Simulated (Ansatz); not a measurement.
The system is HgTe (Coloradoite).

```
Hg Te
1.0
     0.00000    3.21450    3.21450
     3.21450    0.00000    3.21450
     3.21450    3.21450    0.00000
Hg Te
1 1
Direct
  0.00000 0.00000 0.00000
  0.75000 0.75000 0.75000
```

```yaml
Program: Ansatz 0.2.0
Task: relaxation of cell and atoms
Functional: PBEsol
Potentials_or_basis: all-electron LAPW, scalar-relativistic
Basis_error_allowed: 0.001 eV/atom
k_mesh: 7 × 7 × 7
Occupations: fermi-dirac, width 0.05 eV
Spin: no spin polarisation
```

At the start: volume 33.22 Å³/atom.

Problem. Where does the relaxation end?

Solution. Over 5 steps the energy falls by 6.9 meV/atom and the volume is 34.51 Å³/atom (+3.9 %); space group F-43m (No. 216, to 0.05 Å).

Step by step:
```
step  energy change (eV)  largest force (eV/Å)  volume (Å³)
   1              0.0000                0.0000        66.43
   2             -0.0088                0.0000        70.67
   3             -0.0137                0.0000        69.15
   4             -0.0138                0.0000        69.01
   5             -0.0138                0.0000        69.01
```

Final structure:
```xyz
2
Lattice="0.0000 3.2556 3.2556 3.2556 0.0000 3.2556 3.2556 3.2556 0.0000" Properties=species:S:1:pos:R:3 pbc="T T T"
Hg    0.0000    0.0000    0.0000
Te    4.8834    4.8834    4.8834
```
